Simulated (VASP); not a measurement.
Wanted: the native input for a VASP 6.6.1 run.

```
Task                   : relaxation of the atoms
Functional             : PBE
Potentials or basis    : VASP PAW PBE potentials, release 64 (Ir)
Cutoff                 : 520 eV
k mesh                 : 14 × 14 × 1
Occupations            : methfessel-paxton, width 0.1 eV
Spin                   : no spin polarisation
Dipole correction      : yes
Further INCAR settings : ALGO = Fast; EDIFF = 1e-07; IBRION = 2; EDIFFG = -0.02; NSW = 90
```

The structure of Ir lies in POSCAR:

```
Ir
1.0
    2.7193470000      0.0000000000      0.0000000000
   -1.3596735000      2.3550235400      0.0000000000
    0.0000000000      0.0000000000     32.5142012800
Ir
6
Direct
    0.6666670000      0.3333330000      0.3266964600
    0.3333340000      0.6666660000      0.3960197400
    0.0000000000      1.0000000000      0.4653399100
    0.6666670000      0.3333330000      0.5346632000
    0.3333340000      0.6666660000      0.6039802600
    0.0000000000      1.0000000000      0.6733035400
```

The cell was built by a generator and needn't be a form met in nature.

These files were run (other wordings do the same):

INCAR

```
ALGO = Fast
DIPOL = 0.5 0.5 0.500
EDIFF = 1E-7
EDIFFG = -0.02
ENCUT = 520
GGA = PE
IBRION = 2
IDIPOL = 3
ISIF = 2
ISMEAR = 1
KPAR = 2
LASPH = T
LCHARG = F
LDIPOL = T
LREAL = F
LWAVE = F
NELM = 120
NSW = 90
PREC = Accurate
SIGMA = 0.1
```

KPOINTS

```
k-points
0
Gamma
  14 14 1
```

Potentials or basis: VASP PAW PBE potentials, release 64 (Ir).

Command:

```sh
$ cat potpaw_PBE.64/Ir/POTCAR > POTCAR
$ mpirun -np 2 vasp_std > vasp.out
```

It gave:

```json
{
  "Energy gained by relaxing": "5.4 meV/atom",
  "Ionic steps": "9",
  "Largest force after relaxing": "0.008 eV/Å"
}
```

Run time: 14 min on 2 MPI ranks on Intel(R) Xeon(R) Platinum 8488C (Sapphire Rapids), on a shared host, peak memory 0.38 GiB a rank.
